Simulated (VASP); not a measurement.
Runs of VASP 6.6.1 on C3N4. It takes space group P-43m (No. 215, cubic). The conventional cell has a = 3.457 Å, b = 3.457 Å, c = 3.457 Å, α = 90.00°, β = 90.00°, γ = 90.00°. N (site symmetry 3m) has 3 C at 1.49 Å as nearest neighbours. C (site symmetry -42m) has 4 N at 1.49 Å as nearest neighbours. The cell comes from a database or a generator and needn't be the stable form of this composition.

```csv
task,level,potentials or basis,cell,cutoff (eV),smearing,optimiser,gap on the mesh (eV),pressure (GPa),largest force (eV/Å)
dielectric tensor,PBEsol+rVV10,"VASP PAW PBE potentials, release 64 (N, C)",volume scaled by 0.96,520,tetrahedron,-,2.44,-,-
density of states,rSCAN+D4,"VASP PAW PBE potentials, release 64 (N, C)",as given,520,gaussian 0.05 eV,-,(a),-9.9,0.16
relaxation of cell and atoms,PBEsol,"VASP PAW PBE potentials, release 64 (N, C)",relaxed from: volume scaled by 1.15,600,fermi-dirac 0.05 eV,BFGS,(b),0.1,0.01
single point,LDA,"VASP PAW LDA potentials, release 64 (N, C)","atoms moved at random, drawn with an rms of 0.15 Å",520,gaussian 0.05 eV,-,0.80,-1.5,8.39
```

Alike in all rows: no spin polarisation; k mesh 8 × 8 × 8.

Q: Fill in the values left out.

A: (a) 2.91; (b) 2.42.

Caveats: the PAW data sets were made with another functional, which shifts forces and pressure a little (some runs).

A k mesh can miss the band edges.

Runs at the PBE level aren't shown here.
